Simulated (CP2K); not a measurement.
Pt under changes of volume

One of the cells (15.904 Å³/atom); the others are scaled copies at fixed shape and fractional positions:

```
Pt
1.0
     2.74395    0.00000    0.00000
    -0.91465    2.58702    0.00000
    -0.91465   -1.29351    2.24043
Pt
1
Direct
  0.00000 0.00000 0.00000
```

This isn't the form of Pt at room conditions, which is fcc.

* Program: CP2K 2026.2
* Functional: LDA
* Potentials or basis: GTH_POTENTIALS Pt GTH-PADE-q18; TZVP-MOLOPT-PBE-GTH basis
* Density cutoff: 6123 eV
* k mesh: 12 × 12 × 12
* Occupations: fermi-dirac, width 0.05 eV
* Spin: no spin polarisation

| volume (Å³/atom) | energy over the lowest point (meV/atom) | pressure (GPa) |
| --- | --- | --- |
| 14.950 | 0.00 | -19.6 |
| 15.268 | 45.73 | -26.1 |
| 15.586 | ? | ? |
| 15.904 | 171.60 | -36.7 |
| 16.222 | 248.75 | -40.9 |
| 16.540 | 333.71 | -44.5 |
| 16.858 | 425.32 | -47.6 |

**Question.** What does the run at 15.586 Å³/atom give?

**Answer.** Energy over the lowest point 103.47 meV/atom; pressure -31.8 GPa.

Worked out: A Birch-Murnaghan fit of order 3 (a polynomial in V^(-2/3)) to the other rows has no minimum within the range. It gives 103.46 meV/atom at 15.586 Å³/atom, against the run's 103.47, and -dE/dV = -31.8 GPa, against -31.8.

Energies are extrapolated to zero smearing.

Caveats: the basis of atomic orbitals isn't converged, which shifts pressures, moduli and gaps.
